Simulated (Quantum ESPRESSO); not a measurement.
AlPt:

```
CELL_PARAMETERS angstrom
3.09155 0.00000 0.00000
0.00000 3.09155 0.00000
0.00000 0.00000 3.09155
ATOMIC_POSITIONS crystal
Pt 0.50000 0.50000 0.50000
Al 0.00000 0.00000 0.00000
```

Measurements of this composition are mostly on another form, of space group No. 198.

```yaml
Program: Quantum ESPRESSO 7.5
Task: single point
Functional: PBEsol
Potentials_or_basis: GBRV 1.5 PBEsol
Cutoff: 612 eV
Density_cutoff: 4898 eV
k_mesh: 9 × 9 × 9
Occupations: fermi-dirac, width 0.05 eV
Spin: no spin polarisation
```

On this cell: pressure -6.2 GPa; largest force zero by symmetry; band gap on the k mesh none (metal or under the smearing width).

The same run follows on a disturbed copy (atoms moved at random, drawn with an rms of 0.05 Å):

```
Pt Al
1.0
     3.09155    0.00000    0.00000
     0.00000    3.09155    0.00000
     0.00000    0.00000    3.09155
Pt Al
1 1
Direct
  0.50628 0.51970 0.49067
  0.99902 0.99472 0.00385
```

What does the disturbed cell give?

The energy (extrapolated to zero smearing) moves by +7.3 meV/atom; pressure -5.7 GPa; largest force 0.329 eV/Å; band gap on the k mesh none (metal or under the smearing width).

Forces in eV/Å, atoms in the order of the input:
```
Pt  -0.084 -0.280  0.151
Al   0.084  0.280 -0.151
```

Stress tensor (GPa, compression positive):
```
-5.64  0.22 -0.12
 0.22 -5.86 -0.39
-0.12 -0.39 -5.69
```
